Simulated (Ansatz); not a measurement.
Ir (hcp)

Method: PBE with spin–orbit coupling; two-component spinors; PAW, 420 eV, Γ-centred 18×18×10 mesh, 0.05 eV Gaussian smearing; code Ansatz; PAW files: Ansatz's generated set soft_2.

```xyz
2
Lattice="2.7487 0.0000 0.0000 -1.3743 2.3804 0.0000 0.0000 0.0000 4.4601" Properties=species:S:1:pos:R:3 pbc="T T T"
Ir    0.0000    1.5870    3.3451
Ir    1.3743    0.7935    1.1150
```

At room temperature and ambient pressure Ir is fcc.

The cell is relaxed to zero pressure at this level.

Path: Γ–M–K–Γ–A–L–H–A | L–M | H–K, with Γ = (0.000, 0.000, 0.000), M = (0.500, 0.000, 0.000), K = (0.333, 0.333, 0.000), A = (0.000, 0.000, 0.500), L = (0.500, 0.000, 0.500), H = (0.333, 0.333, 0.500) in reciprocal vectors of the calculation's cell.

Levels between -6 and 5 eV from the Fermi level at the path's named points:
| point | below E_F (eV) | above E_F (eV) |
| --- | --- | --- |
| Γ | -4.24 -4.24 -4.07 -4.07 -3.73 -3.73 -3.27 -3.27 -2.61 -2.61 -2.33 -2.33 -1.90 -1.90 -0.95 -0.95 -0.10 -0.10 | 0.60 0.60 |
| M | -4.25 -4.25 -3.48 -3.48 -3.46 -3.46 -2.78 -2.78 | 0.67 0.67 0.69 0.69 1.24 1.24 2.92 2.92 4.23 4.23 |
| K | -5.78 -5.78 -5.73 -5.73 -5.05 -5.05 -4.39 -4.39 -4.05 -4.05 -2.29 -2.29 -0.32 -0.32 | 0.21 0.21 0.30 0.30 4.32 4.32 4.36 4.36 |
| A | -4.45 -4.45 -4.45 -4.45 -4.28 -4.28 -4.28 -4.28 -3.44 -3.44 -3.44 -3.44 -0.55 -0.55 -0.55 -0.55 -0.23 -0.23 -0.23 -0.23 |  |
| L | -5.86 -5.86 -5.86 -5.86 -2.17 -2.17 -2.17 -2.17 -0.99 -0.99 -0.99 -0.99 | 0.88 0.88 0.88 0.88 1.95 1.95 1.95 1.95 |
| H | -5.39 -5.39 -5.32 -5.32 -4.27 -4.27 -3.99 -3.99 -2.68 -2.68 -1.94 -1.94 | 0.21 0.21 0.37 0.37 |

Q: By these bands, is it a metal or an insulator, and if it has a gap, where are the band edges on this path?

A: A metal: bands cross the Fermi level.
